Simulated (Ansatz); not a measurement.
**ZnS (P3_221) at 4 levels of theory**

One geometry, relaxed with PBE; plane waves with PAW potentials in Ansatz, scalar-relativistic. No spin polarisation. Gaps are the least over mesh and band path; pressure is positive in compression, and isn't given for hybrids.

```
Zn S
1.0
     6.07651    0.00000    0.00000
    -3.03826    5.26241    0.00000
     0.00000    0.00000    3.70012
Zn S
3 3
Direct
  0.61479 0.00000 0.66667
  0.00000 0.61479 0.33333
  0.38521 0.38521 0.00000
  0.36742 0.00000 0.16667
  0.00000 0.36742 0.83333
  0.63258 0.63258 0.50000
```

| level | cutoff (eV) | k mesh | gap (eV) | pressure (GPa) |
| --- | --- | --- | --- | --- |
| PBE | 420 | 6×6×8 | 1.88 | 0.0 |
| r2SCAN | 500 | 6×6×8 | 2.46 | -2.1 |
| HSE06 | 420 | 3×3×6 | 3.10 | - |
| PBEsol | 420 | 6×6×8 | 1.77 | -3.6 |

The cell was found from a structure generator's guess, not taken from experiment.
